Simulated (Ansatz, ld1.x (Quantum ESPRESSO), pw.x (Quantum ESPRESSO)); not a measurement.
**What a changed setting does to a pw.x run (diamond Mg)**

Potential: norm-conserving Troullier–Martins (Kleinman–Bylander form), ld1.x (Quantum ESPRESSO) 7.5, PBE; core [Ne], reference 3s1.5 3p0.5; waves: 3s (bound): rc 2.40 bohr; 3p (bound): rc 2.05 bohr; 3d channel at 0.4 Ry: rc 2.55 bohr; local part: all-electron potential smoothed inside 2.15 bohr (lloc = -1); core correction: Bessel-smoothed model core, default radius (core density twice the valence density).

The reference run (k-mesh 8³, cutoffs 50/200 Ry, Fermi–Dirac 0.01 Ry, mixing_beta 0.4, conv_thr 1e-9, no spin) gives -0.06 GPa at 40.566 Å³/atom, where all-electron LAPW gives -0.01 GPa. This run, with its own iteration cap, changes mixing_beta to 0.2.

```
&control
  calculation='scf', prefix='x', pseudo_dir='./', outdir='./tmp', tstress=.true., disk_io='none'
/
&system
  ibrav=0, nat=2, ntyp=1, ecutwfc=50, ecutrho=200, nbnd=9,
  occupations='smearing', smearing='fd', degauss=0.01
/
&electrons
  conv_thr=1e-09, mixing_beta=0.2, electron_maxstep=60
/
ATOMIC_SPECIES
Mg 1.0 Mg.UPF
CELL_PARAMETERS angstrom
  0.00000000 3.43600718 3.43600718
  3.43600718 0.00000000 3.43600718
  3.43600718 3.43600718 0.00000000
ATOMIC_POSITIONS crystal
Mg 0.0000 0.0000 0.0000
Mg 0.2500 0.2500 0.2500
K_POINTS automatic
8 8 8 0 0 0
```

```bash
pw.x < Mg.scf.in > Mg.scf.out
```

**Question.** How does the run end?

**Answer.** It converges in 8 iterations; the free energy moves by +0.0 meV/atom and the pressure by +0.00 GPa. The result is that of the reference run.

```
Message from routine setup:
     using ibrav=0 with symmetry is DISCOURAGED, use correct ibrav instead
     lattice parameter (alat)  =       9.1826  a.u.
     unit-cell volume          =     547.5059 (a.u.)^3
     number of electrons       =         4.00
     number of Kohn-Sham states=            9
     kinetic-energy cutoff     =      50.0000  Ry
     charge density cutoff     =     200.0000  Ry
     scf convergence threshold =      1.0E-09
     Exchange-correlation= PBE
     number of k points=    29  Fermi-Dirac smearing, width (Ry)=  0.0100
     iteration #  1     ecut=    50.00 Ry     beta= 0.20
     total energy              =     -10.20042815 Ry
     estimated scf accuracy    <       0.00192041 Ry
     iteration #  2     ecut=    50.00 Ry     beta= 0.20
     total energy              =     -10.20084923 Ry
     estimated scf accuracy    <       0.00127119 Ry
     iteration #  3     ecut=    50.00 Ry     beta= 0.20
     total energy              =     -10.20088021 Ry
     estimated scf accuracy    <       0.00000181 Ry
     iteration #  4     ecut=    50.00 Ry     beta= 0.20
     c_bands:  1 eigenvalues not converged
     total energy              =     -10.20088140 Ry
     estimated scf accuracy    <       0.00000110 Ry
     iteration #  5     ecut=    50.00 Ry     beta= 0.20
     total energy              =     -10.20088147 Ry
     estimated scf accuracy    <          4.8E-09 Ry
     iteration #  6     ecut=    50.00 Ry     beta= 0.20
     total energy              =     -10.20088147 Ry
     estimated scf accuracy    <          4.0E-09 Ry
     iteration #  7     ecut=    50.00 Ry     beta= 0.20
     total energy              =     -10.20088147 Ry
     estimated scf accuracy    <       0.00000001 Ry
     iteration #  8     ecut=    50.00 Ry     beta= 0.20
     the Fermi energy is     0.6469 ev
!    total energy              =     -10.20088147 Ry
     estimated scf accuracy    <          6.2E-12 Ry
     smearing contrib. (-TS)   =      -0.00573293 Ry
     The total energy is F=E-TS. E is the sum of the following terms:
     one-electron contribution =       1.43241549 Ry
     hartree contribution      =       0.11987662 Ry
     xc contribution           =      -8.42897168 Ry
     ewald contribution        =      -3.31846896 Ry
     convergence has been achieved in   8 iterations
          total   stress  (Ry/bohr**3)                   (kbar)     P=       -0.62
     Message from routine punch:
     Nothing written, as per user request (disk_io='none')
```

The run took about 13 s on one core of a shared host (Neoverse-V2, 96 threads, 742 GiB, load 36).
